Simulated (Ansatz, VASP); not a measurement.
One calculation of BaS, two programs

```
Ba S
1.0
     0.00000    3.19375    3.19375
     3.19375    0.00000    3.19375
     3.19375    3.19375    0.00000
Ba S
1 1
Direct
  0.98748 0.01252 0.01252
  0.50000 0.50000 0.50000
```

Alike in both runs: task electric field gradients; functional PBE; k mesh 7 × 7 × 7; occupations fermi-dirac, width 0.01 eV; no spin polarisation.

|  | VASP | Ansatz |
| --- | --- | --- |
| version | VASP 6.6.1 | Ansatz 0.2.0 |
| potentials or method | VASP PAW PBE potentials, release 64 (Ba_sv, S) | PAW with Ansatz's default frozen-core files, scalar-relativistic |
| plane-wave cutoff (eV) | 520 | 420 |
| valence electrons in the cell | 16 | 16 |

```tsv
	VASP	Ansatz	Ansatz less VASP
gap on the k mesh at the Fermi level (eV)	2.18	2.27	+0.097
pressure (GPa)	1.5	0.9	-0.60
largest component of the traceless stress (GPa)	0.20	0.18	-0.017
rms of the force components (eV/Å)	0.100	0.091	-0.0086
Vzz of the field gradient on the site that differs most (V/Å²)	-1.9	-1.8	+0.13
```

Atom by atom the forces differ by 0.009 eV/Å (rms over components). Ansatz warned: «gradients_without_spin_orbit».

Caveats: spin-orbit coupling is left out, which moves the levels of the heavy elements; an odd mesh through Γ misses points on the zone boundary, where band edges often lie.
